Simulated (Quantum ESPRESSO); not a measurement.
# Thickness dependence of 2H-MoS2, part 6 of 8

What does each added layer of 2H-MoS2 bring in screening, and what does it do to the gap?

Quantum ESPRESSO 7.5; plane-wave DFT, PBE, GBRV ultrasoft pseudopotentials.

So far. Step 8 (Band structure, 1 layer: no field): Along this path the valence top lies at K and the conduction bottom at K. Step 12 (Bands along a path, 1 layer: spin-orbit coupling): Along this path the valence top lies at K and the conduction bottom at K.

## Step 13: Variable-cell relaxation, 2 layers

Level of this step: plane-wave DFT, PBE-D3(BJ), GBRV ultrasoft pseudopotentials (Quantum ESPRESSO 7.5).

System of this step: 2H-MoS2, 2 layers, AA' stacking. The cell holds 6 atoms: 4 S and 2 Mo. Cell: a = 3.180 Å, b = 3.180 Å, c = 26.825 Å, α = 90.0°, β = 90.0°, γ = 120.0°. It derives from MoS2. Vacuum lies along c.

Contents of n2.relax.in:

```
&control
  prefix = 'n2.relax'
  outdir = './out'
  pseudo_dir = './pseudo'
  nstep = 50
  forc_conv_thr = 0.0004
  calculation = 'vc-relax'
  etot_conv_thr = 1e-06
/
&system
  ibrav = 0
  nat = 6
  ntyp = 2
  ecutwfc = 50
  ecutrho = 250
  vdw_corr = 'grimme-d3'
  dftd3_version = 4
  occupations = 'smearing'
  smearing = 'fd'
  degauss = 0.004
/
&electrons
  conv_thr = 1e-09
  mixing_beta = 0.4
  electron_maxstep = 120
  mixing_mode = 'plain'
/
&ions
/
&cell
  cell_dofree = '2Dxy'
  press_conv_thr = 0.3
/
ATOMIC_SPECIES
  S   32.0600  s_pbe_v1.4.uspp.F.UPF
  Mo  95.9500  mo_pbe_v1.uspp.F.UPF
CELL_PARAMETERS angstrom
  3.18000000000000 0.00000000000000 0.00000000000000
  -1.59000000000000 2.75396078403451 0.00000000000000
  0.00000000000000 0.00000000000000 26.82519547599917
ATOMIC_POSITIONS crystal
  S   0.333333333333 0.666666666667 0.316866283700
  Mo  0.000000000000 0.000000000000 0.377678473138
  S   0.333333333333 0.666666666667 0.438490662576
  S   0.000000000000 0.000000000000 0.561509337424
  Mo  0.333333333333 0.666666666667 0.622321526862
  S   0.000000000000 0.000000000000 0.683133716300
K_POINTS automatic
  12 12 1 0 0 0
```

Started as:

```sh
$ OMP_NUM_THREADS=1 mpirun -n 4 pw.x -nk 4 -in n2.relax.in > n2.relax.out
```

The program printed:

```text
[banner, memory and clock lines left out]
Program PWSCF v.7.5 starts

          URL

     Message from routine setup:
     using ibrav=0 with symmetry is DISCOURAGED, use correct ibrav instead

     G-vector sticks info

     bravais-lattice index     =            0
     lattice parameter (alat)  =       6.0093  a.u.
     unit-cell volume          =    1585.3471 (a.u.)^3
     number of atoms/cell      =            6
     number of atomic types    =            2
     number of electrons       =        52.00
     number of Kohn-Sham states=           31
     kinetic-energy cutoff     =      50.0000  Ry
     charge density cutoff     =     250.0000  Ry
     scf convergence threshold =      1.0E-09
     mixing beta               =       0.4000
     number of iterations used =            8  plain     mixing
     energy convergence thresh.=      1.0E-06
     force convergence thresh. =      4.0E-04
     press convergence thresh. =      3.0E-01
     Exchange-correlation= SLA  PW   PBE  PBE
                           (   1   4   3   4   0   0   0)
     nstep                     =           50

     celldm(1)=   6.009329  celldm(2)=   0.000000  celldm(3)=   0.000000
     celldm(4)=   0.000000  celldm(5)=   0.000000  celldm(6)=   0.000000

     crystal axes: (cart. coord. in units of alat)
               a(1) = (   1.000000   0.000000   0.000000 )
               a(2) = (  -0.500000   0.866025   0.000000 )
               a(3) = (   0.000000   0.000000   8.435596 )

     reciprocal axes: (cart. coord. in units 2 pi/alat)
               b(1) = (  1.000000  0.577350 -0.000000 )
               b(2) = (  0.000000  1.154701  0.000000 )
               b(3) = (  0.000000 -0.000000  0.118545 )

     PseudoPot. # 1 for S  read from file:
     ./pseudo/s_pbe_v1.4.uspp.F.UPF
     Pseudo is Ultrasoft + core correction, Zval =  6.0
     Generated by new atomic code, or converted to UPF format
     Using radial grid of  907 points,  6 beta functions with:
                l(1) =   0
                l(2) =   0
                l(3) =   1
                l(4) =   1
                l(5) =   2
                l(6) =   2
     Q(r) pseudized with  8 coefficients,  rinner =    1.300   1.300   1.300
                                                       1.300   1.300

     PseudoPot. # 2 for Mo read from file:
     ./pseudo/mo_pbe_v1.uspp.F.UPF
     Pseudo is Ultrasoft + core correction, Zval = 14.0
     Generated by new atomic code, or converted to UPF format
     Using radial grid of  889 points,  6 beta functions with:
                l(1) =   0
                l(2) =   0
                l(3) =   1
                l(4) =   1
                l(5) =   2
                l(6) =   2
     Q(r) pseudized with  6 coefficients,  rinner =    1.000   1.000   1.000
                                                       1.000   1.000

     atomic species   valence    mass     pseudopotential
     S                 6.00    32.06000     S ( 1.00)
     Mo               14.00    95.95000     Mo( 1.00)

     12 Sym. Ops., with inversion, found ( 6 have fractional translation)

   Cartesian axes

     site n.     atom                  positions (alat units)
         1        S      tau(   1) = (  -0.0000000   0.5773503   2.6729560  )
         2        Mo     tau(   2) = (   0.0000000   0.0000000   3.1859430  )
         3        S      tau(   3) = (  -0.0000000   0.5773503   3.6989301  )
         4        S      tau(   4) = (   0.0000000   0.0000000   4.7366660  )
         5        Mo     tau(   5) = (  -0.0000000   0.5773503   5.2496530  )
         6        S      tau(   6) = (   0.0000000   0.0000000   5.7626401  )

     DFT-D3 Dispersion Correction (3-body terms):
       Reference C6 values for interpolation:

         atom   Coordination number   C6
         S          0.000           268.01
         S          0.995           261.99
         S          1.990           251.62
         Mo         0.000          1691.79
         Mo         1.942          1004.01
         Mo        11.056           674.22

       Values used:

         atom   Coordination number  R0_AB[au]  C6      C8
         S          3.607            3.128    251.62  12327.25
         Mo         9.921            3.547    674.22  77634.20
         S          3.650            3.128    251.62  12327.25
         S          3.650            3.128    251.62  12327.25
         Mo         9.921            3.547    674.22  77634.20
         S          3.607            3.128    251.62  12327.25

         Molecular C6 ( Ry / a.u.^6 ) =     13294.63

     number of k points=    19  Fermi-Dirac smearing, width (Ry)=  0.0040
                       cart. coord. in units 2pi/alat
        k(    1) = (   0.0000000   0.0000000   0.0000000), wk =   0.0138889
        k(    2) = (   0.0000000   0.0962250   0.0000000), wk =   0.0833333
        k(    3) = (   0.0000000   0.1924501   0.0000000), wk =   0.0833333
        k(    4) = (   0.0000000   0.2886751   0.0000000), wk =   0.0833333
        k(    5) = (   0.0000000   0.3849002   0.0000000), wk =   0.0833333
        k(    6) = (   0.0000000   0.4811252   0.0000000), wk =   0.0833333
        k(    7) = (   0.0000000  -0.5773503   0.0000000), wk =   0.0416667
        k(    8) = (   0.0833333   0.1443376   0.0000000), wk =   0.0833333
        k(    9) = (   0.0833333   0.2405626   0.0000000), wk =   0.1666667
        k(   10) = (   0.0833333   0.3367877   0.0000000), wk =   0.1666667
        k(   11) = (   0.0833333   0.4330127   0.0000000), wk =   0.1666667
        k(   12) = (   0.0833333   0.5292377   0.0000000), wk =   0.1666667
        k(   13) = (   0.1666667   0.2886751   0.0000000), wk =   0.0833333
        k(   14) = (   0.1666667   0.3849002   0.0000000), wk =   0.1666667
        k(   15) = (   0.1666667   0.4811252   0.0000000), wk =   0.1666667
        k(   16) = (   0.1666667   0.5773503   0.0000000), wk =   0.0833333
        k(   17) = (   0.2500000   0.4330127   0.0000000), wk =   0.0833333
        k(   18) = (   0.2500000   0.5292377   0.0000000), wk =   0.1666667
        k(   19) = (   0.3333333   0.5773503   0.0000000), wk =   0.0277778

     Dense  grid:   105687 G-vectors     FFT dimensions: (  36,  36, 256)

     Smooth grid:    75883 G-vectors     FFT dimensions: (  27,  27, 240)

     Check: negative core charge=   -0.000001

     Initial potential from superposition of free atoms

     starting charge      51.9977, renormalised to      52.0000

     negative rho (up, down):  2.896E-03 0.000E+00
     Starting wfcs are   42 randomized atomic wfcs

     per-process dynamical memory:   117.9 Mb

     Self-consistent Calculation

[...]
1.2169   1.5252   3.8610   3.9914   4.0042   4.1904   4.2014

          k = 0.0835 0.2411 0.0000 (  9451 PWs)   bands (ev):

   -59.3552 -59.3552 -33.4804 -33.4804 -33.4521 -33.4521 -33.3386 -33.3386
   -12.0257 -11.9175 -11.1074 -10.9617  -3.7766  -3.3666  -2.2333  -2.1829
    -1.9092  -1.6052  -1.1317  -1.0645  -0.5176  -0.5019   0.3663   0.6443
     0.9362   1.0084   3.4886   3.7936   3.9534   4.0411   4.0599

          k = 0.0835 0.3376 0.0000 (  9447 PWs)   bands (ev):

   -59.3454 -59.3454 -33.5438 -33.5438 -33.4609 -33.4609 -33.3649 -33.3649
   -11.5535 -11.4561 -10.9032 -10.7887  -3.7140  -3.4734  -2.6108  -2.4291
    -2.3579  -2.1955  -1.5152  -1.4007  -0.2720  -0.2496   0.1173   0.2974
     0.6291   0.6786   3.4122   3.7085   3.8902   4.0573   4.4043

          k = 0.0835 0.4340 0.0000 (  9462 PWs)   bands (ev):

   -59.3370 -59.3370 -33.6221 -33.6221 -33.4440 -33.4439 -33.3876 -33.3876
   -11.0867 -11.0090 -10.7039 -10.6274  -3.9926  -3.8467  -3.0903  -2.9839
    -2.5268  -2.2649  -1.6777  -1.5786  -0.2402  -0.1471  -0.1095  -0.0343
     0.7313   0.7784   3.5960   3.7792   4.0230   4.1474   4.8523

          k = 0.0835 0.5304 0.0000 (  9491 PWs)   bands (ev):

   -59.3321 -59.3321 -33.6669 -33.6669 -33.4342 -33.4341 -33.4007 -33.4007
   -10.7784 -10.7253 -10.5736 -10.5330  -4.2397  -4.1078  -3.4090  -3.3364
    -2.6692  -2.3971  -1.7150  -1.6578  -0.4163  -0.2673  -0.0422   0.0439
     0.9599   1.0258   3.7598   3.8105   4.2219   4.3598   5.2292

          k = 0.1670 0.2893 0.0000 (  9463 PWs)   bands (ev):

   -59.3467 -59.3467 -33.5216 -33.5216 -33.4635 -33.4635 -33.3716 -33.3716
   -11.6218 -11.5222 -10.9306 -10.8107  -3.6347  -3.3547  -2.4400  -2.3221
    -2.2257  -2.1110  -1.8076  -1.5425  -0.4821  -0.4757   0.4124   0.5223
     0.7044   0.7166   3.2747   3.6244   3.9448   4.0831   4.1231

          k = 0.1670 0.3858 0.0000 (  9433 PWs)   bands (ev):

   -59.3383 -59.3383 -33.5869 -33.5869 -33.4466 -33.4466 -33.4080 -33.4080
   -11.1704 -11.0871 -10.7320 -10.6454  -3.7470  -3.5885  -2.9265  -2.8793
    -2.3630  -2.1811  -1.9063  -1.6325  -0.7736  -0.7236   0.1287   0.1918
     0.7472   0.7564   3.4050   3.7889   4.0705   4.1261   4.4110

          k = 0.1670 0.4822 0.0000 (  9459 PWs)   bands (ev):

   -59.3321 -59.3321 -33.6330 -33.6330 -33.4359 -33.4359 -33.4342 -33.4342
   -10.7956 -10.7370 -10.5663 -10.5167  -3.9150  -3.7909  -3.4376  -3.4177
    -2.4910  -2.2534  -1.8212  -1.6007  -0.9260  -0.8121  -0.2874  -0.1288
     0.9731   1.0279   3.6410   3.8251   4.2587   4.3826   4.7280

          k = 0.1670 0.5787 0.0000 (  9482 PWs)   bands (ev):

   -59.3298 -59.3298 -33.6497 -33.6497 -33.4462 -33.4462 -33.4296 -33.4296
   -10.6427 -10.6026 -10.4980 -10.4711  -3.9806  -3.8600  -3.6247  -3.6137
    -2.6174  -2.3665  -1.7301  -1.5668  -0.9240  -0.8037  -0.4823  -0.2836
     1.1389   1.2172   3.6370   3.6858   4.5173   4.5964   4.8619

          k = 0.2506 0.4340 0.0000 (  9441 PWs)   bands (ev):

   -59.3321 -59.3321 -33.6104 -33.6104 -33.4591 -33.4591 -33.4342 -33.4342
   -10.8039 -10.7428 -10.5624 -10.5088  -3.7222  -3.6028  -3.4779  -3.4263
    -2.2041  -2.1543  -1.8460  -1.5889  -1.4698  -1.3509  -0.2089  -0.0533
     0.9572   0.9961   3.5691   3.8082   4.2658   4.3952   4.4972

          k = 0.2506 0.5304 0.0000 (  9470 PWs)   bands (ev):

   -59.3285 -59.3285 -33.6152 -33.6152 -33.4974 -33.4974 -33.4270 -33.4270
   -10.5688 -10.5356 -10.4501 -10.4279  -3.8351  -3.7722  -3.5652  -3.4815
    -2.4379  -2.2783  -1.8486  -1.7153  -1.5868  -1.4031  -0.5514  -0.3610
     1.2542   1.3233   3.4128   3.4581   4.4389   4.7751   4.8138

          k = 0.3341 0.5787 0.0000 (  9453 PWs)   bands (ev):

   -59.3272 -59.3272 -33.5867 -33.5867 -33.5419 -33.5419 -33.4244 -33.4244
   -10.4719 -10.4719 -10.3990 -10.3990  -3.9842  -3.9140  -3.1362  -3.1362
    -2.6499  -2.5393  -2.1011  -2.1011  -1.3928  -1.3928  -0.6210  -0.6210
     1.4471   1.5175   3.1908   3.1908   4.3379   4.8008   5.0694

     the Fermi energy is     2.5310 ev

!    total energy              =    -375.61698594 Ry
     estimated scf accuracy    <          2.6E-11 Ry
     smearing contrib. (-TS)   =      -0.00000005 Ry
     internal energy E=F+TS    =    -375.61698589 Ry

     The total energy is F=E-TS. E is the sum of the following terms:
     one-electron contribution =   -3164.96915268 Ry
     hartree contribution      =    1588.00556576 Ry
     xc contribution           =     -72.60630020 Ry
     ewald contribution        =    1274.10698998 Ry
     DFT-D3 Dispersion         =      -0.15408875 Ry

     convergence has been achieved in  13 iterations

     negative rho (up, down):  3.052E-03 0.000E+00

     Forces acting on atoms (cartesian axes, Ry/au):

     atom    1 type  1   force =     0.00000000    0.00000000   -0.00171584
     atom    2 type  2   force =     0.00000000   -0.00000000    0.00081664
     atom    3 type  1   force =     0.00000000    0.00000000    0.00288011
     atom    4 type  1   force =     0.00000000    0.00000000   -0.00288011
     atom    5 type  2   force =     0.00000000   -0.00000000   -0.00081664
     atom    6 type  1   force =     0.00000000    0.00000000    0.00171584

     Total force =     0.004880     Total SCF correction =     0.000039

     Computing stress (Cartesian axis) and pressure

     negative rho (up, down):  3.052E-03 0.000E+00
          total   stress  (Ry/bohr**3)                   (kbar)     P=       -4.75
  -0.00004917   0.00000000   0.00000000           -7.23        0.00        0.00
   0.00000000  -0.00004917   0.00000000            0.00       -7.23        0.00
   0.00000000   0.00000000   0.00000152            0.00        0.00        0.22

     Energy error            =      3.8E-04 Ry
     Gradient error          =      2.9E-03 Ry/Bohr
     Cell gradient error     =      7.2E+00 kbar

     number of scf cycles    =  16
     number of bfgs steps    =  15

     enthalpy           old  =    -375.6166065348 Ry
     enthalpy           new  =    -375.6169859388 Ry

     CASE: enthalpy          _new < enthalpy          _old

     new trust radius        =       0.1558577074 bohr
     new conv_thr            =            7.2E-11 Ry

     new unit-cell volume =   1576.49272 a.u.^3 (   233.61212 Ang^3 )
     density =      2.27559 g/cm^3

CELL_PARAMETERS (angstrom)
   3.171107181   0.000000000   0.000000000
  -1.585553591   2.746259377   0.000000000
   0.000000000   0.000000000  26.825195476

ATOMIC_POSITIONS (crystal)
S                0.3333333333        0.6666666667        0.3288270780
Mo              -0.0000000000       -0.0000000000        0.3869106475
S                0.3333333333        0.6666666667        0.4449329530
S               -0.0000000000       -0.0000000000        0.5550670470
Mo               0.3333333333        0.6666666667        0.6130893525
S                0.0000000000        0.0000000000        0.6711729220

     XML data file
     NEW-OLD atomic charge density approx. for the potential
     New effective cutoffs (rho, wfc):  251.21   50.28

     Check: negative core charge=   -0.000001

     negative rho (up, down):  3.245E-03 0.000E+00

     per-process dynamical memory:   123.0 Mb

     Self-consistent Calculation

     iteration #  1     ecut=    50.00 Ry     beta= 0.40
     Davidson diagonalization with overlap
     ethr =  1.00E-06,  avg # of iterations = 13.1

     negative rho (up, down):  3.242E-03 0.000E+00

     total energy              =    -375.61482747 Ry
     estimated scf accuracy    <       0.00743317 Ry

     iteration #  2     ecut=    50.00 Ry     beta= 0.40
     Davidson diagonalization with overlap
     ethr =  1.43E-05,  avg # of iterations =  5.9

     negative rho (up, down):  3.248E-03 0.000E+00

     total energy              =    -375.61291805 Ry
     estimated scf accuracy    <       0.04748877 Ry

     iteration #  3     ecut=    50.00 Ry     beta= 0.40
     Davidson diagonalization with overlap
     ethr =  1.43E-05,  avg # of iterations =  5.4

     negative rho (up, down):  3.237E-03 0.000E+00

     total energy
```

The job ended after 32 min (4 MPI ranks of Intel Xeon Platinum 8259CL at 2.50GHz (Skylake/Cascade Lake), shared host; peak memory 1 GiB; 2.1 h of CPU time).

The steps of the relaxation:

```
step  energy less that of the first step (eV)  largest force (eV/Å)  volume (Å³)
   1                                   0.0000                1.2613       234.92
   2                                  -0.1321                0.7750       232.68
   3                                  -0.1956                0.2026       230.43
   4                                  -0.1986                0.0417       230.00
   5                                  -0.1988                0.0396       230.13
   6                                  -0.1991                0.0367       230.27
   7                                  -0.1995                0.0327       230.46
   8                                  -0.2000                0.0367       230.70
   9                                  -0.2005                0.0432       231.02
  10                                  -0.2012                0.0510       231.43
  11                                  -0.2019                0.0601       231.91
  12                                  -0.2029                0.0686       232.41
  13                                  -0.2043                0.0746       232.78
  14                                  -0.2068                0.0811       233.17
  15                                  -0.2103                0.0903       233.59
  16                                  -0.2155                0.0741       233.86
  17                                  -0.2202                0.0455       233.61
  18                                  -0.2238                0.0389       232.78
  19                                  -0.2267                0.0024       230.91
  20                                  -0.2267                0.0001       230.98
  21                                  -0.2262                0.0008       230.98
```

```
cell as run  before  after  change
      a (Å)   3.180  3.153  -0.8 %
      b (Å)   3.180  3.153  -0.8 %
```

The atoms that moved most (Å, along periodic axes as changes of fractional coordinates times the final cell, across vacuum about the mean position):

```
atom     dx     dy      dz  length
  S1  0.000  0.000   0.291   0.291
  S6  0.000  0.000  -0.291   0.291
 Mo5  0.000  0.000  -0.226   0.226
 Mo2  0.000  0.000   0.226   0.226
  S4  0.000  0.000  -0.160   0.160
  S3  0.000  0.000   0.160   0.160
```

 The last row is no step: it is a fresh SCF in the final cell with a new plane-wave basis, +1 meV from the row before.

Numbers from this step:

- free energy: -5110.5402 eV
- Fermi energy: 2.646 eV

[end of part 6 of 8]

[Logs are printed without paths, hosts, clocks, repeated set-up lines and the standing remarks that a program may print on its own settings, such as how far it seeks lower states.]

[Hosts, paths, dates, database ids (printed as entryN), source tags and the programs' standing remarks are cut or masked in the printed files.]

[Maps of the electrostatic potential energy from Ansatz leave out the sawtooth potential of an applied field or a dipole correction, so their vacuum need not be flat; planar profiles and work functions include it.]
